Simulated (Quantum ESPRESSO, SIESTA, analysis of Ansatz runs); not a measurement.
# SiC (F-43m):As_Si, a ladder of methods on one cell (SIESTA and Quantum ESPRESSO), part 2 of 3

We place the charge-transition levels of As_Si in SiC (F-43m) with atom-centred orbitals, then repeat the energies at other levels of method to see what holds. Model: a cell of 54 host atoms with 1 Si taken out and 1 As put in.

SIESTA and Quantum ESPRESSO ; SIESTA numerical-orbital DFT, PBEsol, DZP basis, PseudoDojo 0.4.1 potentials converted to PSML; charged supercells in a uniform background, point-charge correction with alignment at far sites.

So far. Step 2 (Band edges): The gap at this level is 1.23 eV.

## 3. Relaxing each charge state

Level of this step: SIESTA numerical-orbital DFT, PBEsol, DZP basis, PseudoDojo 0.4.1 potentials converted to PSML; relaxation of all atoms of a defect supercell (SIESTA).

Each state starts from the atoms near the defect displaced at random, so that no symmetry of the ideal site is imposed. An odd electron count needs spin polarisation, and the total moment is held fixed to keep the state apart from its neighbours in spin. Charge 0 is shown in full.

defect.fdf reads:

```
SystemName                      Si26AsC27
SystemLabel                     defect
NumberOfSpecies                 3
NumberOfAtoms                   54
%block ChemicalSpeciesLabel
  1   14 Si
  2    6 C
  3   33 As
%endblock ChemicalSpeciesLabel
LatticeConstant                 1.0 Ang
%block LatticeVectors
     0.000003000     6.564408000     6.564408000
     6.564408000     0.000003000     6.564408000
     6.564408000     6.564408000     0.000003000
%endblock LatticeVectors
AtomicCoordinatesFormat         Fractional
%block AtomicCoordinatesAndAtomicSpecies
     0.005702963     0.000188654    -0.000927947  1
     0.083332324     0.083332324     0.083332324  2
     0.005409342     0.001286619     0.328452813  1
     0.086340528     0.079030645     0.421161155  2
     0.005344850    -0.005361152     0.667271349  1
     0.086205219     0.078726914     0.754543023  2
     0.002170515     0.327204072    -0.000003998  1
     0.086010146     0.417715535     0.076842713  2
     0.000001066     0.333334400     0.333334400  1
     0.083332324     0.416665657     0.416665657  2
     0.000001066     0.333334400     0.666667733  1
     0.087041016     0.410296588     0.751048157  2
    -0.003989126     0.672472180    -0.002744159  1
     0.085895607     0.754171929     0.077582615  2
     0.000001066     0.666667733     0.333334400  1
     0.082309699     0.749717825     0.422611012  2
    -0.000232723     0.660538015     0.670114970  1
     0.079665290     0.756386552     0.748822414  2
     0.333334400     0.000001066     0.000001066  1
     0.416665657     0.083332324     0.083332324  2
     0.338793540    -0.005279075     0.333643692  1
     0.420774882     0.085823410     0.415928981  2
     0.336019398     0.004755050     0.663466590  1
     0.416665657     0.083332324     0.749998991  2
     0.335109312     0.333338546    -0.006050018  1
     0.412006969     0.422620055     0.082588193  2
     0.333334400     0.333334400     0.333334400  1
     0.417957313     0.410436587     0.417497684  2
     0.335170012     0.326799942     0.669690956  1
     0.420976804     0.415099991     0.752701176  2
     0.334062928     0.660257753     0.003201054  1
     0.416665657     0.749998991     0.083332324  2
     0.337472698     0.663766010     0.328734523  1
     0.421922217     0.749813848     0.411172681  2
     0.332952454     0.665418034     0.672726522  3
     0.419252002     0.754604510     0.744944506  2
     0.666667733     0.000001066     0.000001066  1
     0.749998991     0.083332324     0.083332324  2
     0.661953161     0.005859900     0.332126496  1
     0.749998991     0.083332324     0.416665657  2
     0.666667733     0.000001066     0.666667733  1
     0.749998991     0.083332324     0.749998991  2
     0.660501597     0.333586489     0.001852781  1
     0.749998991     0.416665657     0.083332324  2
     0.665853421     0.337081702     0.327451481  1
     0.748957249     0.421853053     0.417866103  2
     0.662525229     0.329904452     0.669995556  1
     0.756376243     0.414773062     0.746394887  2
     0.666667733     0.666667733     0.000001066  1
     0.749998991     0.749998991     0.083332324  2
     0.663650198     0.671803735     0.335460146  1
     0.751444029     0.750287768     0.410586189  2
     0.670811236     0.661425115     0.664691573  1
     0.749998991     0.749998991     0.749998991  2
%endblock AtomicCoordinatesAndAtomicSpecies
%block kgrid.MonkhorstPack
    2   0   0  0.50
    0   2   0  0.50
    0   0   2  0.50
%endblock kgrid.MonkhorstPack
XC.Functional                   GGA
XC.Authors                      PBEsol
PAO.BasisSize                   DZP
PAO.EnergyShift                 0.005 Ry
Mesh.Cutoff                     300 Ry
Spin                            polarized
%block DM.InitSpin
    18   0.200
    30   0.200
    34   0.200
    35   0.200
    36   0.200
%endblock DM.InitSpin
Spin.Fix                        true
Spin.Total                      1.0
OccupationFunction              FD
ElectronicTemperature           0.01 eV
MaxSCFIterations                150
SCF.MustConverge                true
SCF.Mixer.Method                Pulay
SCF.Mixer.Weight                0.1
SCF.Mixer.History               10
SCF.DM.Tolerance                3.0e-4
SCF.H.Tolerance                 3.0e-3 eV
WriteForces                     true
Charge.Mulliken                 end
SaveRho                         true
SaveElectrostaticPotential      true
Charge.Hirshfeld                end
Charge.Voronoi                  end
MD.TypeOfRun                    Broyden
MD.Steps                        90
MD.MaxForceTol                  0.04 eV/Ang
MD.MaxDispl                     0.15 Ang
WriteCoorStep                   true
AtomCoorFormatOut               Fractional
```

The run is started by

```bash
OMP_NUM_THREADS=1 siesta defect.fdf > defect.out
```

Output:

```text
Version         : 5.4.2

                           ***********************
                           *  WELCOME TO SIESTA  *
                           ***********************

[...]
reinit: Reading from file defect.fdf

reinit: -----------------------------------------------------------------------
reinit: System Name: Si26AsC27
reinit: -----------------------------------------------------------------------
reinit: System Label: defect
reinit: -----------------------------------------------------------------------

[...]
initatom: Reading input for the pseudopotentials and atomic orbitals ----------
Species number:   1 Atomic number:   14 Label: Si
Species number:   2 Atomic number:    6 Label: C
Species number:   3 Atomic number:   33 Label: As

[... pseudopotential checks and orbital generation ...]

prinput: Basis input

PAO.BasisType split

%block ChemicalSpeciesLabel
    1   14 Si                      # Species index, atomic number, species label
    2    6 C                       # Species index, atomic number, species label
    3   33 As                      # Species index, atomic number, species label
%endblock ChemicalSpeciesLabel

%block PAO.Basis                 # Define Basis set
# WARNING: This information might be incomplete!
Si                    2                    # Species label, number of l-shells
 n=3   0   2                         # n, l, Nzeta
   5.819      3.988
   1.000      1.000
 n=3   1   2 P   1                   # n, l, Nzeta, Polarization, NzetaPol
   7.489      5.207
   1.000      1.000
C                     2                    # Species label, number of l-shells
 n=2   0   2                         # n, l, Nzeta
   4.859      3.157
   1.000      1.000
 n=2   1   2 P   1                   # n, l, Nzeta, Polarization, NzetaPol
   5.984      3.889
   1.000      1.000
As                    4                    # Species label, number of l-shells
 n=4   0   2                         # n, l, Nzeta
   5.233      3.543
   1.000      1.000
 n=4   1   2                         # n, l, Nzeta
[...]
n=3   2   1                         # n, l, Nzeta
   2.743
   1.000
 n=4   2   1                         # n, l, Nzeta
   6.885
   1.000
%endblock PAO.Basis

prinput: ----------------------------------------------------------------------

coor:   Atomic-coordinates input format  =     Fractional

[...]
siesta: System type = bulk

initatomlists: Number of atoms, orbitals, and projectors:     54   707   702

[... echo of the settings ...]

siesta: k-grid: Number of k-points = 4
siesta: k-points from Monkhorst-Pack grid
siesta: k-cutoff (effective) =     9.283 Ang
siesta: k-point supercell and displacements
siesta: k-grid:     2     0     0      0.500
siesta: k-grid:     0     2     0      0.500
siesta: k-grid:     0     0     2      0.500

diag: Algorithm                                     = D&C
diag: Absolute tolerance                            =  0.100E-15
diag: Orthogonalization factor                      =  0.100E-05

superc: Internal auxiliary supercell:     3 x     3 x     3  =      27
superc: Number of atoms, orbitals, and projectors:   1458  19089  18954

                     ====================================
                        Begin Broyden opt. move =      0
                     ====================================

[...]
superc: Internal auxiliary supercell:     3 x     3 x     3  =      27
superc: Number of atoms, orbitals, and projectors:   1458  19089  18954

outcell: Unit cell vectors (Ang):
        0.000003    6.564408    6.564408
        6.564408    0.000003    6.564408
        6.564408    6.564408    0.000003

outcell: Cell vector modules (Ang)   :    9.283475    9.283475    9.283475
outcell: Cell angles (23,13,12) (deg):     60.0000     60.0000     60.0000
outcell: Cell volume (Ang**3)        :    565.7394
[...]
Initializing Density Matrix...

[...]
DM filled with atomic data (user-defined):

InitMesh: MESH = 80 x 80 x 80 = 512000
InitMesh: Mesh cutoff (required, used) =   300.000   307.859 Ry

[...]
iscf     Eharris(eV)        E_KS(eV)     FreeEng(eV)     dDmax     Ef_up Ef_dn(eV) dHmax(eV)
   scf:    1    -9961.590468   -10237.779516   -10237.781845  0.905522 -4.480290 -8.274432 12.629913
[...]
scf:    2   -10279.075316   -10259.327723   -10259.328861  0.032611 -4.493588 -7.877679  8.986740
[...]
scf:    3   -10302.306636   -10287.574099   -10287.574163  0.110918 -4.564458 -6.719260  2.001722
[...]
scf:    4   -10287.255038   -10287.956429   -10287.957081  0.025982 -4.497266 -6.553407  2.091138
[...]
scf:    5   -10288.327194   -10288.290005   -10288.290225  0.009129 -4.528723 -6.531450  0.226432
[...]
scf:    6   -10288.330666   -10288.312935   -10288.313235  0.003980 -4.530569 -6.505922  0.127506
[...]
scf:    7   -10288.317849   -10288.316762   -10288.317034  0.000832 -4.535636 -6.508127  0.112863
[...]
scf:    8   -10288.324815   -10288.321297   -10288.321603  0.002151 -4.538294 -6.497017  0.018912
[...]
scf:    9   -10288.321912   -10288.321628   -10288.321926  0.000587 -4.541072 -6.495093  0.012378
[...]
scf:   10   -10288.321625   -10288.321646   -10288.321945  0.000324 -4.541932 -6.495696  0.024456
[...]
Re-using DM from previous geometries...
Number of DMs in history: 1
 DM extrapolation coefficients:
1   1.00000
New DM after history re-use:

[...]
iscf     Eharris(eV)        E_KS(eV)     FreeEng(eV)     dDmax     Ef_up Ef_dn(eV) dHmax(eV)
   scf:    1   -10289.585309   -10289.585396   -10289.585655  0.010087 -4.482062 -6.543723  0.018270
[...]
scf:    2   -10289.583276   -10289.584802   -10289.585061  0.000291 -4.482083 -6.543310  0.058787
[...]
scf:    3   -10289.585650   -10289.585489   -10289.585748  0.000210 -4.482064 -6.543446  0.001964
     spin moment: {S} , |S| = {        0.0        0.0    1.00000 }     1.00000

SCF Convergence by DM+H criterion
[...]
SCF cycle converged after 3 iterations

[...]
siesta: E_KS(eV) =           -10289.5855

siesta: Atomic forces (eV/Ang):
     1   -0.014160   -0.005468   -0.009257
     2   -0.006693   -0.016773    0.006163
     3   -0.004122   -0.019069   -0.005291
     4   -0.011776   -0.005413   -0.004895
     5   -0.000343   -0.010505    0.001374
     6    0.003751   -0.013137   -0.008516
     7    0.005218    0.002540    0.026985
     8   -0.004368    0.018135    0.013749
     9   -0.007588    0.000592   -0.002103
    10   -0.002854    0.007457   -0.001132
[...]
50   -0.006250    0.014636    0.011498
    51   -0.000900    0.003367   -0.011769
    52   -0.000915    0.013431   -0.015016
    53    0.017131    0.002398   -0.011975
    54    0.011879   -0.010355   -0.001132
   Tot   -0.005488    0.001858    0.001763
   Max    0.027230
   Res    0.009779    sqrt( Sum f_i^2 / 3N )
   Max    0.027230    constrained

Stress tensor Voigt[x,y,z,yz,xz,xy] (kbar):      -11.30      -11.28      -11.23        3.73        3.73        3.74
[...]
outcoor: Relaxed atomic coordinates (fractional):
    0.00055494    0.00017865   -0.00013423   1       1  Si
    0.08436715    0.08268587    0.08333963   2       2  C
    0.00076648    0.00004295    0.33289763   1       3  Si
    0.08436477    0.08299096    0.41655984   2       4  C
   -0.00064876    0.00348173    0.66552723   1       5  Si
    0.08465191    0.08288352    0.74984988   2       6  C
    0.00000228    0.33223531    0.00049817   1       7  Si
    0.08357590    0.41656736    0.08282491   2       8  C
    0.00054517    0.33312862    0.33289937   1       9  Si
    0.08396013    0.41656624    0.41608862   2      10  C
    0.00099714    0.33283868    0.66596581   1      11  Si
    0.08425134    0.41559413    0.75018113   2      12  C
   -0.00150302    0.66561124    0.00370405   1      13  Si
    0.08383947    0.75022359    0.08283941   2      14  C
    0.00084848    0.66644355    0.33279561   1      15  Si
    0.08420102    0.74970285    0.41651870   2      16  C
   -0.00043766    0.66444748    0.66536028   1      17  Si
    0.07564018    0.75247339    0.75272758   2      18  C
    0.33390269   -0.00052357    0.00000858   1      19  Si
    0.41760321    0.08285468    0.08276466   2      20  C
[...]
0.33394584    0.66585000    0.66605987   3      35  As
[...]
0.66807347    0.33258227    0.33239661   1      45  Si
    0.75048299    0.41673115    0.41607823   2      46  C
    0.67155102    0.33114049    0.66503624   1      47  Si
    0.75098081    0.41634508    0.74936601   2      48  C
    0.66731488    0.66595540   -0.00036394   1      49  Si
    0.75004228    0.75025127    0.08250451   2      50  C
    0.67144343    0.66573823    0.33090488   1      51  Si
    0.75093455    0.75042992    0.41575702   2      52  C
    0.67192919    0.66517108    0.66456909   1      53  Si
    0.75085681    0.74964597    0.74994882   2      54  C

[...]
siesta: Final energy (eV):
siesta:  Band Struct. =   -3183.331746
siesta:       Kinetic =    6267.849839
siesta:       Hartree =    2021.034322
[...]
siesta:         Exch. =   -3011.554793
siesta:         Corr. =    -336.051399
[...]
siesta:   Exch.-corr. =   -3347.606192
siesta:  Ion-electron =  -10119.499485
siesta:       Ion-ion =   -5111.363974
[...]
siesta:         Total =  -10289.585489
siesta:      Fermi_up =      -4.482064
siesta:      Fermi_dn =      -6.543446

siesta: Stress tensor (static) (eV/Ang**3):
siesta:    -0.007052    0.002333    0.002329
siesta:     0.002333   -0.007039    0.002331
siesta:     0.002328    0.002331   -0.007010

siesta: Cell volume =        565.739362 Ang**3

siesta: Pressure (static):
siesta:                Solid            Molecule  Units
siesta:           0.00007661          0.00007511  Ry/Bohr**3
siesta:           0.00703370          0.00689672  eV/Ang**3
siesta:          11.26923594         11.04976216  kBar

[...]
mulliken: Qtot =      114.000

[...]
mulliken: Qtot =      113.000

Mulliken Atomic Populations:
Atom #   charge [q] valence [e]      Sz [e]  Species
     1    -0.111046    4.111046    0.029599  Si
     2     0.120016    3.879984    0.003782  C
     3    -0.111562    4.111562    0.029346  Si
     4     0.120173    3.879827    0.004157  C
     5    -0.087794    4.087794    0.035309  Si
     6     0.120600    3.879400    0.003410  C
     7    -0.111507    4.111507    0.029409  Si
     8     0.119974    3.880026    0.004171  C
     9    -0.116712    4.116712    0.034535  Si
    10     0.121996    3.878004    0.005180  C
    11    -0.120771    4.120771    0.033412  Si
    12     0.120591    3.879409    0.003664  C
    13    -0.087679    4.087679    0.035374  Si
    14     0.120717    3.879283    0.003410  C
    15    -0.120768    4.120768    0.033373  Si
    16     0.120682    3.879318    0.003625  C
    17    -0.087620    4.087620    0.032904  Si
    18    -0.028887    4.028887    0.009805  C
    19    -0.112214    4.112214    0.028468  Si
    20     0.115432    3.884568    0.004509  C
[...]
35     0.022639   14.977361    0.035881  As
[...]
45    -0.112108    4.112108    0.029387  Si
    46     0.120300    3.879700    0.004160  C
    47    -0.087661    4.087661    0.035317  Si
    48     0.120867    3.879133    0.003431  C
    49    -0.112493    4.112493    0.028471  Si
    50     0.115228    3.884772    0.004530  C
    51    -0.088215    4.088215    0.035356  Si
    52     0.120953    3.879047    0.003412  C
    53    -0.087032    4.087032    0.033283  Si
    54     0.115538    3.884462    0.003776  C
 Total     0.000000                1.000000

[...]
Job completed
```

The job ended after 33 min (1 MPI rank of Intel Xeon 6975P-C (Granite Rapids), shared host; peak memory 1.2 GiB).

The steps and moves of this run count from the displaced start.

Relaxation path:

| step | energy less that of the first step (eV) | largest force (eV/Å) |
| --- | --- | --- |
| 0 | 0.0000 | 2.5691 |
| 1 | -1.0483 | 0.7466 |
| 2 | -1.1958 | 0.3618 |
| 3 | -1.2426 | 0.1838 |
| 4 | -1.2549 | 0.0812 |
| 5 | -1.2603 | 0.0502 |
| 6 | -1.2638 | 0.0280 |

The atoms that moved most (Å):

| atom | dx | dy | dz | length |
| --- | --- | --- | --- | --- |
| Si47 | -0.024 | 0.027 | 0.067 | 0.076 |
| Si25 | 0.051 | 0.047 | -0.030 | 0.075 |
| Si51 | -0.070 | 0.021 | 0.011 | 0.074 |
| C30 | -0.050 | -0.003 | -0.053 | 0.073 |
| Si21 | 0.044 | -0.051 | 0.024 | 0.072 |
| Si5 | 0.047 | -0.051 | 0.019 | 0.071 |
| Si13 | -0.003 | 0.059 | -0.029 | 0.065 |
| C36 | 0.031 | 0.054 | -0.008 | 0.062 |

Neighbours of As35 at the end:

```
atom  distance (Å)
 C34         1.958
 C18         1.958
 C30         1.958
 C36         1.962
Si33         3.114
Si17         3.114
Si29         3.117
Si25         3.120
 Si5         3.120
Si47         3.121
Si51         3.122
Si21         3.123
Si13         3.124
Si31         3.125
Si53         3.128
Si23         3.130
```

Energies on the run's own zero. States near gap, by row:

```csv
spin,k,band,energy (eV),filled by count
up,0,110,-7.36,1
up,0,111,-7.359,1
up,0,112,-6.838,1
up,0,113,-6.838,1
up,0,114,-4.53,1
up,0,115,-4.428,0
up,0,116,-4.427,0
up,0,117,-4.001,0
up,0,118,-3.693,0
up,1,110,-7.501,1
up,1,111,-7.419,1
up,1,112,-7.171,1
up,1,113,-6.958,1
up,1,114,-5.06,1
up,1,115,-3.884,0
up,1,116,-3.792,0
up,1,117,-3.393,0
up,1,118,-3.269,0
down,0,109,-7.445,1
down,0,110,-7.351,1
down,0,111,-7.35,1
down,0,112,-6.829,1
down,0,113,-6.828,1
down,0,114,-4.429,0
down,0,115,-4.348,0
down,0,116,-4.348,0
down,0,117,-3.927,0
down,1,109,-7.532,1
down,1,110,-7.491,1
down,1,111,-7.409,1
down,1,112,-7.159,1
down,1,113,-6.95,1
down,1,114,-4.969,0
down,1,115,-3.805,0
down,1,116,-3.723,0
down,1,117,-3.325,0
```

The states that were run, at 2×2×2 shifted by half a step, on 1 MPI rank of Intel Xeon 6975P-C (Granite Rapids), shared host:

```csv
charge,moment (μB),outcome,structures computed,largest displacement of a host atom from its site (Å),lowest empty less highest filled level (eV),time
+1,0,converged,7,0.06,1.82,20 min
0,1,converged,7,0.07,-0.44,33 min
+1,2,converged,7,0.07,-2.42,36 min
```

At charge 0 and +1 (moment 2 μB) filled and empty levels, counted over both spins and all k-points, touch or overlap: the last carrier shares a level or a band, or the held moment keeps an electron of one spin above an empty level of the other.

Against the host's sites the lattice moves most at charge 0 (0.07 Å); the smallest move among the states is 0.06 Å.

[end of part 2 of 3]

[Logs are printed without paths, hosts, clocks, repeated set-up lines and the standing remarks that a program may print on its own settings, such as how far it seeks lower states.]

[Hosts, paths, dates, database ids (printed as entryN), source tags and the programs' standing remarks are cut or masked in the printed files.]

[For some hosts the program warned that the k-mesh of the response run may be too coarse for force constants and the static dielectric constant; such warnings are not shown here.]

[Charge tables in the logs are Mulliken or Hirshfeld populations, whose sizes and signs can differ; where basis functions stand at a vacancy, SIESTA counts their charge against the missing atom's valence.]

[In relaxation paths of CP2K, step 0 can be the structure after the first move, since the trajectory file begins there, and the last row can be the final structure solved once more.]
